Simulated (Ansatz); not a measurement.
# SnTe (F-43m) in Ansatz: notebook

One crystal, SnTe, is run at these levels: B3LYP, HSE06, HSE03, HSEsol; tasks: band structure.

Program: Ansatz 0.2.0. These are calculated values, not measurements. Logs are shortened: lines on timing, memory, paths and dates and some standing lists are left out, and cuts for length are marked.

### Step 1. The structure

It takes space group F-43m (No. 216, cubic). Conventional cell: a = 7.222 Å, b = 7.222 Å, c = 7.222 Å, α = 90.00°, β = 90.00°, γ = 90.00°. Te (site symmetry -43m) has 4 Sn at 3.13 Å as nearest neighbours. Sn (site symmetry -43m) is surrounded by 4 Te at 3.13 Å.

Measurements of this composition are mostly on another form, of space group No. 225.

### Step 2. Band structure, B3LYP

File input:

```
crystal:
  lattice:
    - [0.0, 3.611146, 3.611146]
    - [3.611146, 0.0, 3.611146]
    - [3.611146, 3.611146, 0.0]
  atoms:
    - { symbol: Te, position: [0.25, 0.25, 0.25] }
    - { symbol: Sn, position: [0.0, 0.0, 0.0] }
hamiltonian:
  xc: b3lyp
  pseudopotentials: { kind: paw }
kpoints:
  mp_grid: { grid: [4, 4, 4] }
  band_path:
    path:
      - [[0.0, 0.0, 0.0], [0.5, 0.0, 0.5], [0.5, 0.25, 0.75], [0.375, 0.375, 0.75], [0.0, 0.0, 0.0], [0.5, 0.5, 0.5], [0.625, 0.25, 0.625], [0.5, 0.25, 0.75], [0.5, 0.5, 0.5], [0.375, 0.375, 0.75]]
      - [[0.625, 0.25, 0.625], [0.5, 0.0, 0.5]]
    npoints: 4
scf:
  occupations: { method: fermi_dirac, width: 0.05 }
  n_extra_bands: 6
output:
  forces: true
  stress: true
  eigenvalues: true
  fatbands: false
  write_density: true
  write_potential: true
  elf: true
  volumetric_format: npy
```

Potentials or basis: Ansatz PAW.

Output:

```text
Warning: output.stress: scf.convergence.dr2_threshold = 1e-7 eV (the SCF's general default) is looser than the 2e-10 eV advised for a printed stress (1e-10 eV for each atom of the cell: 2). What an SCF threshold leaves in a stress goes as its square root, and in the free energy as the threshold itself, and one threshold admits the most on a small cell: of the crystals measured, under no hybrid functional and no lock of the moments, on runs that ended without the residual-converged pass, on stresses that held no estimate of that error, the worst erred by over 100 MPa in a component at 1e-7 eV an atom and by under 5 at 1e-10. Set scf.convergence.dr2_threshold to 2e-10 eV or tighter. The threshold is an SCF's pass mark: one that does not reach it within its budget of iterations ends unconverged, or closes short of it on a stop that the run arms, and scf.convergence.dr2_threshold's page says what that costs each kind of run
Warning: output.stress: scf.exx.energy_threshold = 1e-6 eV is looser than the 2e-8 eV advised for a stress under a hybrid functional (1e-8 eV for each atom of the cell: 2). Every SCF of the exchange loop can meet its threshold on dr2 while the loop round them stops early: no threshold on dr2 bounds what that leaves in the stress. Set scf.exx.energy_threshold to 2e-8 eV or tighter. The threshold is the loop's pass mark: a loop that does not reach it within its budget of cycles ends unconverged, and scf.exx.energy_threshold's page has the law
scf.n_extra_bands = 6 over 15 filled bands (N_el = 30.0): the run solves 21 bands
GPUs: using 1 of 1 available (devices: 1).
Engine: ansatz 0.2.0, x86_64-unknown-linux-gnu
Pseudopotentials: kind: paw
Pseudopotential: Te, paw, valence charge 16, recommended cutoff 420 eV (normal), Te.paw.azcp
Pseudopotential: Sn, paw, valence charge 14, recommended cutoff 420 eV (normal), Sn.paw.azcp
Functional definition: B3LYP
  parameter a0 = 0.2
  parameter ax = 0.72
  parameter ac = 0.81
  exchange = (1 - a0 - ax)*slater_x + ax*b88_x + a0*exact_x
  correlation = (1 - ac)*vwn_rpa_c + ac*lyp_c
device memory: the entry about to start is reckoned to put 0.9 GiB on a device that reports 56.3 GiB free (of which the cap on the GPU budget leaves the run 18.0 GiB)
GPU FFT provider: cuFFT
GPU libraries: cuBLAS 13.8.2, cuFFT 12.4.0, cuSOLVER 12.3.4
Crystal: 2 atoms, lattice volume = 94.181 Å³
Basis set: ecut = 420 eV, 1837 PW (Γ), exchange–correlation on 72×72×72 points (8 copies of the dense FFT grid, shifted against one another)
Bands: 21, of which v1, the nominal top of the filled ones, is band 15 counted from 1 (14 counted from 0)
Symmetry: 24 space group operations
Space group: F-43m (ITA 216), of the structure as read, at distance tolerance 4.5e-5 Å
k-points: 8 of 64 (time reversal used)
Non-local potential: Te, projectors of the file, l = 0: 2, l = 1: 2, l = 2: 2, l = 3: 2
Non-local potential: Sn, projectors of the file, l = 0: 2, l = 1: 2, l = 2: 2, l = 3: 2
PAW form: soft (Blöchl's): semilocal exchange-correlation on the pseudo side does not see the compensation charge
PAW frozen core: Te, regenerated for the run's functional, and the local potential with it (the file was generated under x = pbe(κ = 0.804, μ = 0.2195149727645171), c = pbe(β = 0.06672455060314922))
PAW frozen core: Sn, regenerated for the run's functional, and the local potential with it (the file was generated under x = pbe(κ = 0.804, μ = 0.2195149727645171), c = pbe(β = 0.06672455060314922))
PAW one-centre angular grid: Te, 590 points (default); XC on 64 Gauss nodes
PAW one-centre angular grid: Sn, 590 points (default); XC on 64 Gauss nodes
Initial density: superposition of atomic densities (neutral atoms: chi_scale 0, normalization atom), corrected by the library's trained network
Initial wavefunctions: pseudopotential atomic-orbital guess
GPU buffer pool allocated for 46656 grid points (all kernels)
GPU transforms: local potential and band sums: pruned to the plane-wave sphere, on 36×36×36
Functional: x = 0.1 slater + 0.9 b88, c = 0.19 vwn_rpa + 0.81 lyp, warm-up for x = 0.08 slater + 0.72 b88 + 0.2 exact, c = 0.19 vwn_rpa + 0.81 lyp
SCF iter   1: F=—  HF=-13027.627971 eV  |F-HF|=—  |Δ(HF+E_count)|=         —  Δρ=4.97e-3  dr2=4.21e-2  ethr=1.77e-3  ⟨swp⟩=13.2  Hψ=786  notcnv=0
preconditioner: auto → none  [insulator: Δε(μ)=0.256 eV  Ē_g=9.169 eV  σ=0.050 eV  W_gap=0.85  n_scr=14 (ndim 8)  ℏωp=12.1 eV  f_vac=0.195  D(μ)=0.35/eV (n_scr^D=0)]
SCF iter   2: F=—  HF=-13027.620406 eV  |F-HF|=—  |Δ(HF+E_count)|=   7.56e-3  Δρ=2.09e-3  dr2=1.05e-2  ethr=1.40e-4  ⟨swp⟩=4.8  Hψ=445  notcnv=0
iter 3 solved again at ethr=3.28e-6 eV; its pass at ethr=3.51e-5 eV (dr2=9.83e-4 eV) is discarded
SCF iter   3: F=—  HF=-13027.617665 eV  |F-HF|=—  |Δ(HF+E_count)|=   2.74e-3  Δρ=1.10e-3  dr2=9.75e-4  ethr=3.28e-6  ⟨swp⟩=2.6  Hψ=706  notcnv=0
SCF iter   4: F=—  HF=-13027.617530 eV  |F-HF|=—  |Δ(HF+E_count)|=   1.35e-4  Δρ=2.37e-4  dr2=4.23e-5  ethr=3.25e-6  ⟨swp⟩=2.8  Hψ=298  notcnv=0
SCF iter   5: F=—  HF=-13027.617547 eV  |F-HF|=—  |Δ(HF+E_count)|=   1.71e-5  Δρ=5.79e-5  dr2=2.43e-6  ethr=1.41e-7  ⟨swp⟩=4.0  Hψ=366  notcnv=0
SCF iter   6: F=—  HF=-13027.617548 eV  |F-HF|=—  |Δ(HF+E_count)|=   1.38e-6  Δρ=1.13e-5  dr2=9.42e-8  ethr=8.11e-9  ⟨swp⟩=4.0  Hψ=443  notcnv=0
SCF iter   7: F=—  HF=-13027.617548 eV  |F-HF|=—  |Δ(HF+E_count)|=   8.22e-8  Δρ=7.50e-6  dr2=4.07e-8  ethr=3.14e-10  ⟨swp⟩=4.0  Hψ=457  notcnv=0
SCF iter   8: F=-13027.617548 eV  HF=-13027.617548 eV  |F-HF|=4.73e-11  |Δ(HF+E_count)|=   2.15e-8  Δρ=8.14e-7  dr2=5.25e-10  ethr=1.36e-10  ⟨swp⟩=3.0  Hψ=341  notcnv=0
SCF 1 converged in 8 iterations: F = -13027.617548 eV  dr2 = 5.25e-10
device memory: the entry about to start is reckoned to put 1.5 GiB on a device that reports 60.0 GiB free (of which the cap on the GPU budget leaves the run 18.0 GiB)
GPU FFT provider: cuFFT
GPU libraries: cuBLAS 13.8.2, cuFFT 12.4.0, cuSOLVER 12.3.4
Initial density: handed on by an earlier stage of this run
Initial wavefunctions: those handed on with the density
GPU buffer pool allocated for 46656 grid points (all kernels)
GPU transforms: local potential and band sums: pruned to the plane-wave sphere, on 36×36×36
Functional: x = 0.08 slater + 0.72 b88 + 0.2 exact, c = 0.19 vwn_rpa + 0.81 lyp
Exchange kernel: α = 0.2000, full range, Wigner–Seitz truncation, v(0) = 11481.7709 eV·Å³, q-mesh 4×4×4, nearest image of the exchange supercell L = 20.43 Å, pair-density grid 20×20×20, without the augmentation charges, whose exchange is taken in its separable form by FFT convolution over the k-point mesh (sized by the pseudopotential files, 30×30×30 at the most), smooth part of the exact exchange by density-matrix convolution in up to 2.38 GiB of GPU memory as planned if the GPU has room (build and FFT work areas not counted)
Frozen-core exchange: fock
iter 1 solved again at ethr=6.00e-5 eV; its pass at ethr=1.00e-1 eV (dr2=1.80e-2 eV) is discarded
SCF iter   1: F=—  HF=-13033.839690 eV  |F-HF|=—  |Δ(HF+E_count)|=         —  Δρ=3.30e-3  dr2=2.04e-2  ethr=6.00e-5  ⟨swp⟩=5.1  Hψ=886  notcnv=0
preconditioner: auto → none  [insulator: Δε(μ)=0.742 eV  Ē_g=10.543 eV  σ=0.050 eV  W_gap=1.00  n_scr=14 (ndim 8)  ℏωp=12.1 eV  f_vac=0.211  D(μ)=0.00/eV (n_scr^D=0)]
SCF iter   2: F=—  HF=-13033.833863 eV  |F-HF|=—  |Δ(HF+E_count)|=   5.83e-3  Δρ=1.28e-3  dr2=2.53e-3  ethr=6.00e-5  ⟨swp⟩=3.2  Hψ=410  notcnv=0
SCF iter   3: F=—  HF=-13033.833299 eV  |F-HF|=—  |Δ(HF+E_count)|=   5.64e-4  Δρ=5.68e-4  dr2=1.28e-3  ethr=5.69e-6  ⟨swp⟩=3.0  Hψ=332  notcnv=0
SCF iter   4: F=—  HF=-13033.840107 eV  |F-HF|=—  |Δ(HF+E_count)|=   6.81e-3  Δρ=6.35e-4  dr2=8.33e-4  ethr=7.26e-7  ⟨swp⟩=4.6  Hψ=471  notcnv=0
SCF iter   5: F=—  HF=-13033.839878 eV  |F-HF|=—  |Δ(HF+E_count)|=   2.29e-4  Δρ=1.78e-4  dr2=9.45e-5  ethr=7.26e-7  ⟨swp⟩=3.0  Hψ=319  notcnv=0
SCF iter   6: F=—  HF=-13033.839861 eV  |F-HF|=—  |Δ(HF+E_count)|=   1.70e-5  Δρ=2.45e-5  dr2=3.24e-5  ethr=1.85e-7  ⟨swp⟩=3.0  Hψ=304  notcnv=0
SCF iter   7: F=—  HF=-13033.839999 eV  |F-HF|=—  |Δ(HF+E_count)|=   1.38e-4  Δρ=7.94e-5  dr2=1.78e-5  ethr=4.11e-9  ⟨swp⟩=5.2  Hψ=603  notcnv=0  defer=1
SCF iter   8: F=-13033.839994 eV  HF=-13033.839994 eV  |F-HF|=4.02e-8  |Δ(HF+E_count)|=   4.69e-6  Δρ=6.05e-6  dr2=1.33e-6  ethr=4.11e-9  ⟨swp⟩=4.0  Hψ=348  notcnv=0
SCF 2 stopped early in 8 iterations: F = -13033.839994 eV  dr2 = 1.33e-6
hybrid outer 1: dexx = +7.690e-3 eV, tail = 4.50e-5 eV
GPU FFT provider: cuFFT
GPU libraries: cuBLAS 13.8.2, cuFFT 12.4.0, cuSOLVER 12.3.4
GPU buffer pool allocated for 46656 grid points (all kernels)
GPU transforms: local potential and band sums: pruned to the plane-wave sphere, on 36×36×36
Exchange kernel: α = 0.2000, full range, Wigner–Seitz truncation, v(0) = 11481.7709 eV·Å³, q-mesh 4×4×4, nearest image of the exchange supercell L = 20.43 Å, pair-density grid 20×20×20, without the augmentation charges, whose exchange is taken in its separable form by FFT convolution over the k-point mesh (sized by the pseudopotential files, 30×30×30 at the most), smooth part of the exact exchange by density-matrix convolution in up to 2.38 GiB of GPU memory as planned if the GPU has room (build and FFT work areas not counted)
Frozen-core exchange: fock
SCF iter   1: F=—  HF=-13033.839843 eV  |F-HF|=—  |Δ(HF+E_count)|=         —  Δρ=2.16e-5  dr2=3.95e-6  ethr=7.50e-7  ⟨swp⟩=4.1  Hψ=360  notcnv=0
preconditioner: auto → none  [insulator: Δε(μ)=0.842 eV  Ē_g=10.522 eV  σ=0.050 eV  W_gap=1.00  n_scr=14 (ndim 8)  ℏωp=12.1 eV  f_vac=0.213  D(μ)=0.00/eV (n_scr^D=0)]
SCF iter   2: F=—  HF=-13033.839843 eV  |F-HF|=—  |Δ(HF+E_count)|=   2.34e-7  Δρ=6.95e-6  dr2=3.07e-6  ethr=3.00e-9  ⟨swp⟩=4.1  Hψ=440  notcnv=0
SCF iter   3: F=—  HF=-13033.839918 eV  |F-HF|=—  |Δ(HF+E_count)|=   7.49e-5  Δρ=8.08e-6  dr2=1.19e-7  ethr=8.93e-11  ⟨swp⟩=5.1  Hψ=619  notcnv=0  defer=1
SCF iter   4: F=—  HF=-13033.839918 eV  |F-HF|=—  |Δ(HF+E_count)|=   3.24e-8  Δρ=1.95e-6  dr2=2.10e-8  ethr=8.93e-11  ⟨swp⟩=3.0  Hψ=332  notcnv=0
SCF iter   5: F=-13033.839918 eV  HF=-13033.839918 eV  |F-HF|=1.13e-9  |Δ(HF+E_count)|=   1.36e-7  Δρ=1.31e-6  dr2=2.67e-9  ethr=1.20e-11  ⟨swp⟩=4.8  Hψ=485  notcnv=0  defer=1
SCF 3 converged in 5 iterations: F = -13033.839918 eV  dr2 = 2.67e-9
  Residual-converged pass: ⟨swp⟩=2.2  Hψ=276  notcnv=0  max |occ|·‖R‖ = 2.3e-6 eV (tolerance 2.4e-6 eV)  dr2=2.67e-9  dr2_onsite=1.10e-10  max |Δocc| = 7.1e-14
hybrid outer 2: dexx = +2.926e-7 eV, tail = 8.80e-9 eV, Δε = 3.23e-3 eV (about 1.03e-4 eV left of the loop's levels)
device memory: the entry about to start is reckoned to put 0.6 GiB on a device that reports 53.2 GiB free (of which the cap on the GPU budget leaves the run 18.0 GiB)
NSCF: frozen V_eff on 42 k-points, pencils in batches of 32, up to order 96
hybrid SCF converged: 2 outer / 13 inner (+8 warm-up), last move |dexx| = 2.93e-7 eV, tail = 8.80e-9 eV
Stability not checked: this state was not tested for a lower state beside it, because the functional holds exact exchange (a hybrid, or Hartree-Fock), whose exchange loop this test does not read (fock_operator; see scf.lower_state_search)
Free energy (F): -13033.839918 eV
Frozen-core exchange: fock
Harris-Foulkes:  -13033.839918 eV  (|F-HF|=1.13e-9)
Internal energy: -13033.839890 eV  (E = F + TS)
E sigma→0 (E₀):  -13033.839904 eV
Entropy (-TS):   -0.000028 eV (-0.014 meV/atom)
Fermi energy:    5.212233 eV
--- Per-component energies (eV) ---
  E_band       = -535.238057
  E_kinetic    = 365.286012
  E_local      = -3024.411310  (includes V_loc(G=0)·N_el)
  E_nonlocal   = -345.989583
  E_hartree    = 1726.235157
  E_xc         = -412.835180
  E_vxc        = -161.728368  (∫ρ·V_xc dr)
  E_exx        = -74.620762  (= α·E_x^exact, valence–valence)
  E_paw        = -8843.446830  (= ΣΔE_a)
  E_vpaw       = -671.623460  (= ΣTr[D̂ρ^β])
  E_aug_tail   = -0.000233  (compensation charges beyond the density's cutoff)
  E_ewald      = -2424.059948
  E_core_change = 0.002786  (= ΣΔE_core)
  E_smearing   = -0.000028  (= −TS)
  E_closure    = -0.000000  (closes the sum)
  Σ components = -13033.839918   (vs F -13033.839918, Δ=0.00e0)
--- Forces (eV/Å), atoms counted from 1 ---
  atom   1  Te     0.00000000    -0.00000000     0.00000000
  atom   2  Sn    -0.00000000     0.00000000     0.00000000
  max |Σ_I F_I| component: 4.35e-16 eV/Å
--- Stress (GPa, compression-positive) ---
        0.837803       0.000000      -0.000000
        0.000000       0.837803       0.000000
       -0.000000       0.000000       0.837803
  P = ⅓ Tr σ = 0.8378 GPa (8.378 kbar)
--- Band table (eV; the first three rows and the last of 8) ---
  k-point 0: bands = ["-33.8677", "-33.8677", "-33.8677", "-33.8630", "-33.8630", "-19.0097", "-19.0097", "-19.0097", "-18.9966", "-18.9966", "-7.8841", "-0.9816", "2.6105", "2.6105", "2.6105", "6.5538", "6.5538", "6.5538", "9.8482", "12.3624", "12.3624"]
  k-point 1: bands = ["-33.8676", "-33.8676", "-33.8676", "-33.8630", "-33.8630", "-19.0101", "-19.0088", "-19.0088", "-18.9967", "-18.9967", "-7.6163", "-2.0827", "2.2783", "2.2783", "2.7281", "7.0858", "7.0858", "7.3221", "11.1566", "11.7304", "11.7304"]
  k-point 2: bands = ["-33.8676", "-33.8675", "-33.8675", "-33.8629", "-33.8629", "-19.0105", "-19.0080", "-19.0080", "-18.9967", "-18.9967", "-7.2798", "-3.0131", "2.0176", "2.0176", "2.5278", "7.4165", "7.4165", "9.0919", "11.4510", "12.2209", "12.8167"]
  k-point 7: bands = ["-33.8676", "-33.8675", "-33.8674", "-33.8629", "-33.8628", "-19.0118", "-19.0074", "-19.0063", "-18.9973", "-18.9964", "-7.0281", "-3.3997", "0.9958", "1.1111", "4.7739", "6.9114", "7.8985", "8.8097", "11.1498", "12.1587", "13.8269"]
```

It took 75 s on 1 × NVIDIA H100 80GB HBM3 with 2 threads of AMD EPYC 7R13 (Zen 3), shared host; peak memory 2 GiB.

What came out:

```
Free energy             : -13033.8399 eV
Pressure                : 0.8 GPa
Band gap on the k mesh  : 0.84 eV, indirect (least direct gap 1.60 eV)
Band gap along the path : 0.84 eV, indirect (least direct gap 1.60 eV)
```

Levels at the corners of the path, in eV from the valence-band top:
```csv
point,band 13,band 14,band 15,band 16,band 17,band 18
Γ,-2.16,-2.16,-2.16,1.78,1.78,1.78
X,-3.48,-3.48,-0.76,0.84,4.85,4.85
W,-3.78,-3.66,0.00,2.14,3.12,4.04
K,-3.90,-3.27,-0.54,1.91,3.99,4.11
Γ,-2.16,-2.16,-2.16,1.78,1.78,1.78
L,-2.76,-2.76,-2.25,2.64,2.64,4.32
U,-3.90,-3.27,-0.54,1.91,3.99,4.11
W,-3.78,-3.66,0.00,2.14,3.12,4.04
L,-2.76,-2.76,-2.25,2.64,2.64,4.32
K,-3.90,-3.27,-0.54,1.91,3.99,4.11
U,-3.90,-3.27,-0.54,1.91,3.99,4.11
X,-3.48,-3.48,-0.76,0.84,4.85,4.85
```

Caveat: spin-orbit coupling is left out, which moves the levels of the heavy elements; the PAW data sets come from PBE, with cores solved anew for the run's functional, which leaves a small shift of forces and pressure; the thresholds are loose for stress.

### Step 3. Band structure, HSE06

input: that of step 2 with these lines changed.

```diff
@@ -9,3 +9,3 @@
 hamiltonian:
-  xc: b3lyp
+  xc: hse06
   pseudopotentials: { kind: paw }
@@ -26,5 +26 @@
   fatbands: false
-  write_density: true
-  write_potential: true
-  elf: true
-  volumetric_format: npy
```

Potentials or basis: Ansatz PAW.

Run time: 30 s. Hardware: 1 × NVIDIA H100 80GB HBM3 with 2 threads of AMD EPYC 7R13 (Zen 3), shared host; peak memory 2 GiB.

Results (log left out):

```yaml
Free_energy: -13012.6436 eV
Pressure: -0.6 GPa
Band_gap_on_the_k_mesh: 0.38 eV, indirect (least direct gap 1.16 eV)
Band_gap_along_the_path: 0.38 eV, indirect (least direct gap 1.16 eV)
```

Levels at the corners of the path, in eV from the valence-band top:
```tsv
point	band 13	band 14	band 15	band 16	band 17	band 18
Γ	-2.27	-2.27	-2.27	1.34	1.34	1.34
X	-3.57	-3.57	-0.78	0.38	4.49	4.49
W	-3.87	-3.75	0.00	1.74	2.62	3.57
K	-4.00	-3.36	-0.54	1.47	3.55	3.71
Γ	-2.27	-2.27	-2.27	1.34	1.34	1.34
L	-2.85	-2.85	-2.23	2.19	2.19	3.92
U	-4.00	-3.36	-0.54	1.47	3.55	3.71
W	-3.87	-3.75	0.00	1.74	2.62	3.57
L	-2.85	-2.85	-2.23	2.19	2.19	3.92
K	-4.00	-3.36	-0.54	1.47	3.55	3.71
U	-4.00	-3.36	-0.54	1.47	3.55	3.71
X	-3.57	-3.57	-0.78	0.38	4.49	4.49
```

Caveat: spin-orbit coupling is left out, which moves the levels of the heavy elements; the PAW data sets come from PBE, with cores solved anew for the run's functional, which leaves a small shift of forces and pressure; the thresholds are loose for stress.

### Step 4. Band structure, HSE03

input: that of step 3 with these lines changed.

```diff
@@ -9,3 +9,3 @@
 hamiltonian:
-  xc: hse06
+  xc: { exchange: pbe, correlation: pbe, exx: { coeff: 0.25, omega: 0.3 } }
   pseudopotentials: { kind: paw }
```

Run time: 44 s. Hardware: 1 × NVIDIA H100 80GB HBM3 with 2 threads of AMD EPYC 7R13 (Zen 3), shared host; peak memory 2.1 GiB.

It converged, with:

```yaml
Free_energy: -13012.6343 eV
Pressure: -0.6 GPa
Band_gap_on_the_k_mesh: 0.28 eV, indirect (least direct gap 1.04 eV)
Band_gap_along_the_path: 0.28 eV, indirect (least direct gap 1.04 eV)
```

Levels at the corners of the path, in eV from the valence-band top:
| point | band 12 | band 13 | band 14 | band 15 | band 16 | band 17 | band 18 | band 19 |
| --- | --- | --- | --- | --- | --- | --- | --- | --- |
| Γ | -5.53 | -2.23 | -2.23 | -2.23 | 1.22 | 1.22 | 1.22 | 4.38 |
| X | -8.06 | -3.49 | -3.49 | -0.76 | 0.28 | 4.32 | 4.32 | 5.76 |
| W | -8.04 | -3.78 | -3.66 | 0.00 | 1.62 | 2.48 | 3.44 | 5.69 |
| K | -8.01 | -3.91 | -3.29 | -0.54 | 1.36 | 3.41 | 3.55 | 5.05 |
| Γ | -5.53 | -2.23 | -2.23 | -2.23 | 1.22 | 1.22 | 1.22 | 4.38 |
| L | -7.65 | -2.79 | -2.79 | -2.18 | 2.07 | 2.07 | 3.77 | 5.96 |
| U | -8.01 | -3.91 | -3.29 | -0.54 | 1.36 | 3.41 | 3.55 | 5.05 |
| W | -8.04 | -3.78 | -3.66 | 0.00 | 1.62 | 2.48 | 3.44 | 5.69 |
| L | -7.65 | -2.79 | -2.79 | -2.18 | 2.07 | 2.07 | 3.77 | 5.96 |
| K | -8.01 | -3.91 | -3.29 | -0.54 | 1.36 | 3.41 | 3.55 | 5.05 |
| U | -8.01 | -3.91 | -3.29 | -0.54 | 1.36 | 3.41 | 3.55 | 5.05 |
| X | -8.06 | -3.49 | -3.49 | -0.76 | 0.28 | 4.32 | 4.32 | 5.76 |

Caveat: spin-orbit coupling is left out, which moves the levels of the heavy elements; the PAW data sets come from PBE, with cores solved anew for the run's functional, which leaves a small shift of forces and pressure; the thresholds are loose for stress.

[end of part 1 of 2]
